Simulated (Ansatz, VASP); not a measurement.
# One calculation of Sn2Ge, two programs

```
CELL_PARAMETERS angstrom
0.00000 3.39929 3.39929
3.39929 0.00000 3.39929
3.39929 3.39929 0.00000
ATOMIC_POSITIONS crystal
Sn 0.75000 0.75000 0.75000
Sn 0.25000 0.25000 0.25000
Ge 0.00000 0.00000 0.00000
```

Alike in both runs: functional LDA; k mesh 12 × 12 × 12; occupations fermi-dirac, width 0.15 eV; no spin polarisation.

Ansatz relaxed the structure, and its values are those at the end. VASP's run is a single point on that final structure, the one shown.

```csv
,VASP,Ansatz
version,VASP 6.6.1,Ansatz 0.2.0
potentials or method,"VASP PAW LDA potentials, release 64 (Sn_d, Ge_d)","scalar-relativistic, plane waves, PAW"
plane-wave cutoff (eV),520,420
valence electrons in the cell,42,42
```

|  | VASP | Ansatz | Ansatz less VASP |
| --- | --- | --- | --- |
| gap on the k mesh at the Fermi level (eV) | none | none | - |
| pressure (GPa) | 0.0 | 0.0 | -0.05 |

A gap of «none» marks a metal or a gap that the smearing closes.
